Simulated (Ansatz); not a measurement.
# C: the cost of one run

Computed with Ansatz 0.2.0 (DFT PBE, scalar-relativistic, plane waves, PAW, unless a step's input says otherwise).

A COD entry behind a cell of this session may itself be a prediction, so a difference from it is no test against experiment.

17 further runs of the same task are left out: 17 set aside as unsound or not needed.

## Step 1: The starting structure

It takes space group P1 (No. 1, triclinic). The conventional cell has a = 4.877 Å, b = 4.877 Å, c = 5.023 Å, α = 104.92°, β = 104.92°, γ = 118.00°. Around C (site symmetry 1) lie 4 C at 1.54 to 1.57 Å. Around C (site symmetry 1) lie 4 C at 1.49 to 1.57 Å. C (site symmetry 1) is surrounded by 4 C at 1.51 to 1.54 Å. Around C (site symmetry 1) lie 3 C at 1.54 Å. Only part of the 15 independent sites is listed.

Structure file:

```
C
1.0
    -1.25579   -2.17509   -4.18032
    -1.25579   -2.17509    4.18032
    -2.51158    4.35019    0.00000
C
15
Direct
  0.30197 0.36470 0.66667
  0.80197 0.86470 0.16667
  0.80197 0.86470 0.66667
  0.88530 0.44803 0.83333
  0.88530 0.44803 0.33333
  0.38530 0.94803 0.83333
  0.38530 0.94803 0.33333
  0.11470 0.55197 0.16667
  0.11470 0.55197 0.66667
  0.61470 0.05197 0.16667
  0.61470 0.05197 0.66667
  0.69803 0.63530 0.83333
  0.74754 0.66913 0.35417
  0.19803 0.13530 0.83333
  0.19803 0.13530 0.33333
```

## Step 2: The scan

Atoms count from 1 in the order of the input.

An atom moved over a plane that holds its own site and a neighbouring vacancy.

First coordinate, path of C13 from its site (0) to the vacancy (1), 1.542 Å: 11 values from −0.125 to 1.125. Second coordinate, shift of C13 across the path, along a normal: 9 values from −0.500 Å.

Nothing else is relaxed (all other atoms held at the sites of the perfect crystal). Points are written as (first, second).

## Step 3: The run at (−0.125, 0.125 Å)

Contents of input.yaml:

```yaml
crystal:
  lattice:
    - [-1.2557909805, -2.1750937819, -4.180323699]
    - [-1.2557909805, -2.1750937819, 4.180323699]
    - [-2.5115819609, 4.3501875638, 0.0]
  atoms:
    - { symbol: C, position: [0.3019679266, 0.36469874, 0.6666666667] }
    - { symbol: C, position: [0.8019679266, 0.86469874, 0.1666666667] }
    - { symbol: C, position: [0.8019679266, 0.86469874, 0.6666666667] }
    - { symbol: C, position: [0.88530126, 0.4480320734, 0.8333333333] }
    - { symbol: C, position: [0.88530126, 0.4480320734, 0.3333333333] }
    - { symbol: C, position: [0.38530126, 0.9480320734, 0.8333333333] }
    - { symbol: C, position: [0.38530126, 0.9480320734, 0.3333333333] }
    - { symbol: C, position: [0.11469874, 0.5519679266, 0.1666666667] }
    - { symbol: C, position: [0.11469874, 0.5519679266, 0.6666666667] }
    - { symbol: C, position: [0.61469874, 0.0519679266, 0.1666666667] }
    - { symbol: C, position: [0.61469874, 0.0519679266, 0.6666666667] }
    - { symbol: C, position: [0.6980320734, 0.63530126, 0.8333333333] }
    - { symbol: C, position: [0.7497157681, 0.6570294381, 0.3302455398] }
    - { symbol: C, position: [0.1980320734, 0.13530126, 0.8333333333] }
    - { symbol: C, position: [0.1980320734, 0.13530126, 0.3333333333] }
basis:
  ecutwfc: 420
kpoints:
  mp_grid: { grid: [6, 6, 6] }
hamiltonian:
  xc: pbe
  pseudopotentials: { kind: paw, azcp: { folder: soft_1 } }
scf:
  occupations: { method: gaussian, width: 0.05 }
output:
  forces: true
  stress: true
  eigenvalues: true
  write_density: true
  write_potential: true
  elf: true
  volumetric_format: npy
```

Run with:

```
$ ansatz run input.yaml --threads 4 --pin off --max-ram 8192MiB --backend cpu --events-out ev --progress --plain --runs-dir out
```

What time and memory should one allow on 4 threads of Intel Xeon 6975P-C (Granite Rapids), shared host?

About 9.9 s, with a peak of 0.67 GiB.
